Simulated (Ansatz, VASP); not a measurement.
## AlRu: VASP beside Ansatz

The input INCAR:

```
SYSTEM = AlRu
  PREC = Accurate
  ENCUT = 520
  EDIFF = 1E-7
  ISMEAR = 0
  SIGMA = 0.15
  LREAL = .False.
  LASPH = .True.
  NELM = 80
  ALGO = Fast
  ISIF = 2
  LWAVE = .False.
  LCHARG = .False.
  GGA = PS
  NBANDS = 16
```

KPOINTS

```
Automatic mesh
0
Gamma
  18 18 18
  0 0 0
```

POSCAR

```
AlRu
1.0
    2.7410843945      0.0000000000      0.0000000000
    0.0000000000      2.7410843945      0.0000000000
    0.0000000000      0.0000000000      3.5634097128
Al Ru
1 1
Direct
    0.0000000000      0.0000000000      0.0000000000
    0.5000000000      0.5000000000      0.5000000000
```

Input for Ansatz:

```yaml
crystal:
  lattice:
    - [2.7410843945, 0.0, 0.0]
    - [0.0, 2.7410843945, 0.0]
    - [0.0, 0.0, 3.5634097128]
  atoms:
    - { symbol: Al, position: [0.0, 0.0, 0.0] }
    - { symbol: Ru, position: [0.5, 0.5, 0.5] }
basis:
  ecutwfc: 420
kpoints:
  mp_grid: { grid: [18, 18, 18] }
hamiltonian:
  xc: pbesol
scf:
  occupations: { method: gaussian, width: 0.15 }
output:
  forces: true
  stress: true
  eigenvalues: true
```

Alike in both runs: task single point; functional PBEsol; k mesh 18 × 18 × 18; occupations gaussian, width 0.15 eV; no spin polarisation.

|  | VASP | Ansatz |
| --- | --- | --- |
| version | VASP 6.6.1 | Ansatz 0.2.0 |
| potentials or method | VASP PAW PBE potentials, release 64 (Al, Ru_pv) | scalar-relativistic, plane waves, PAW |
| plane-wave cutoff (eV) | 520 | 420 |
| valence electrons in the cell | 17 | 19 |

VASP gave:

- gap on the k mesh at the Fermi level (eV): none
- pressure (GPa): 2.7
- largest component of the traceless stress (GPa): 13.77

Problem. What did Ansatz give for the same quantities?

Solution. gap on the k mesh at the Fermi level (eV): none; pressure (GPa): 2.6; largest component of the traceless stress (GPa): 13.75.

A gap of «none» marks a metal or a gap that the smearing closes. The two sets of potentials don't hold the same shells in valence.

Caveats: the PAW data sets were made with another functional, which shifts forces and pressure a little (VASP).
